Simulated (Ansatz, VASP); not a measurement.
**SrTiO3: VASP beside Ansatz**

Contents of INCAR:

```
PREC     = Accurate       # precision mode
ENCUT    = 520            # plane-wave cutoff, eV
EDIFF    = 1E-6           # SCF threshold, eV
ISMEAR   = 0              # smearing method
SIGMA    = 0.05           # smearing width, eV
LREAL    = False          # projectors in reciprocal space
LASPH    = True           # aspherical terms in the spheres
NELM     = 60             # most SCF steps
ALGO     = Normal         # electronic algorithm
ISIF     = 2              # what is computed and relaxed
LWAVE    = False          # write WAVECAR
LCHARG   = False          # write CHGCAR
GGA      = PE             # functional
NBANDS   = 28             # bands
```

KPOINTS

```
regular mesh
0
Gamma
  8 8 8
```

File POSCAR:

```
SrTiO3
1.0
    3.9822686081      0.0000000000      0.0000000000
    0.0000000000      3.9822686081      0.0000000000
    0.0000000000      0.0000000000      3.8446910982
Sr Ti O
1 1 3
Direct
    0.0034176272      0.0000000000      0.0000000000
    0.5161346144      0.5000000000      0.5000000000
   -0.0243877070      0.5000000000      0.5000000000
    0.4786990076      0.0000000000      0.5000000000
    0.4786990076      0.5000000000      0.0000000000
```

Input for Ansatz:

```yaml
crystal:
  lattice:
    - [3.9822686081, 0.0, 0.0]
    - [0.0, 3.9822686081, 0.0]
    - [0.0, 0.0, 3.8446910982]
  atoms:
    - { symbol: Sr, position: [0.0034176272, 0.0, 0.0] }
    - { symbol: Ti, position: [0.5161346144, 0.5, 0.5] }
    - { symbol: O, position: [-0.024387707, 0.5, 0.5] }
    - { symbol: O, position: [0.4786990076, 0.0, 0.5] }
    - { symbol: O, position: [0.4786990076, 0.5, 0.0] }
basis:
  ecutwfc: 520.0
kpoints:
  mp_grid: { grid: [8, 8, 8] }
hamiltonian:
  xc: pbe
  pseudopotentials: { kind: paw, azcp: { folder: soft_1 } }
scf:
  occupations: { method: gaussian, width: 0.05 }
output:
  forces: true
  stress: true
  eigenvalues: true
```

Change from the starting cell: mode 1 frozen in at -0.096 Å, strain +e along z and -e/2 along x and y -0.0233.

Alike in both runs: task single point; functional PBE; k mesh 8 × 8 × 8; occupations gaussian, width 0.05 eV; no spin polarisation.

|  | VASP | Ansatz |
| --- | --- | --- |
| version | VASP 6.6.1 | Ansatz 0.2.0 |
| potentials or method | VASP PAW PBE potentials, release 64 (Sr_sv, Ti_sv, O) | scalar-relativistic, plane waves, PAW |
| plane-wave cutoff (eV) | 520 | 520 |
| valence electrons in the cell | 40 | 40 |

|  | VASP | Ansatz | Ansatz less VASP |
| --- | --- | --- | --- |
| gap on the k mesh at the Fermi level (eV) | 1.88 | 1.91 | +0.035 |
| least direct gap on the mesh (eV) | 2.46 | 2.48 | +0.021 |
| pressure (GPa) | 2.6 | 1.9 | -0.63 |
| largest component of the traceless stress (GPa) | 3.97 | 3.88 | -0.086 |
| rms of the force components (eV/Å) | 0.126 | 0.104 | -0.0215 |

Atom by atom the forces differ by 0.024 eV/Å (rms over components).

A k mesh can miss the band edges.
